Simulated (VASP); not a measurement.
Write the native input for VASP 6.6.1 that does the following.

```yaml
Task: single point
Functional: PBE
Potentials_or_basis: VASP PAW PBE potentials, release 64 (Si, O, H)
Cutoff: 400 eV
k_mesh: 1 × 1 × 1
Occupations: gaussian, width 0.02 eV
Spin: no spin polarisation
Further_INCAR_settings: ALGO = Normal; EDIFF = 1e-07; NBANDS = 44
```

The structure of Si5O4H12 lies in POSCAR:

```
Si5H12O4
1.0
   15.0000000000      0.0000000000      0.0000000000
    0.0000000000     15.0000000000      0.0000000000
    0.0000000000      0.0000000000     15.0000000000
Si O H
5 4 12
Direct
    0.5000127000      0.5000243800      0.4999876500
    0.4971931300      0.6803151200      0.3975103700
    0.6863027000      0.4194989800      0.4572748000
    0.4709207600      0.5256718800      0.7037436200
    0.3455685300      0.3745510900      0.4415027800
    0.4832811400      0.5737719900      0.4220965300
    0.6052047800      0.4743688900      0.5078752000
    0.4673215900      0.5416906400      0.5947454900
    0.4442589300      0.4102279100      0.4751966500
    0.4818034100      0.6907108800      0.2999293100
    0.4320072500      0.7359185900      0.4481106200
    0.5897388400      0.7092910900      0.4202290800
    0.7719634700      0.4471918300      0.4992501700
    0.6878599600      0.4416355700      0.3601744700
    0.6734971800      0.3214397400      0.4683373200
    0.4493659700      0.4309095300      0.7255629800
    0.5614982900      0.5476024600      0.7386168500
    0.4034492000      0.5857337500      0.7450508500
    0.3328234700      0.3950693500      0.3449690700
    0.2731077000      0.4181034300      0.4941630400
    0.3428210200      0.2762729100      0.4556731600
```

These files were run (other wordings do the same):

INCAR

```
ALGO     = Normal         # electronic algorithm
EDIFF    = 1E-7           # SCF threshold, eV
ENCUT    = 400            # plane-wave cutoff, eV
GGA      = PE             # functional
ISIF     = 2              # what is computed and relaxed
ISMEAR   = 0              # smearing method
LASPH    = T              # aspherical terms in the spheres
LCHARG   = F              # write CHGCAR
LREAL    = F              # projectors in reciprocal space
LWAVE    = F              # write WAVECAR
NBANDS   = 44             # bands
NELM     = 80             # most SCF steps
PREC     = Accurate       # precision mode
SIGMA    = 0.02           # smearing width, eV
```

KPOINTS

```
k-points
0
Gamma
  1 1 1
```

Potentials or basis: VASP PAW PBE potentials, release 64 (Si, O, H).

Run with:

```bash
$ cat potpaw_PBE.64/Si/POTCAR potpaw_PBE.64/O/POTCAR potpaw_PBE.64/H/POTCAR > POTCAR
$ mpirun -np 1 vasp_std > vasp.out
```

Results of the run:

| Quantity | Value |
| --- | --- |
| Largest force | 0.035 eV/Å |
| Gap between the frontier levels | 5.94 eV |

It took 5.6 min on 1 thread of AMD EPYC 9R14 (Zen 4) (shared host), peak memory 1.6 GiB.
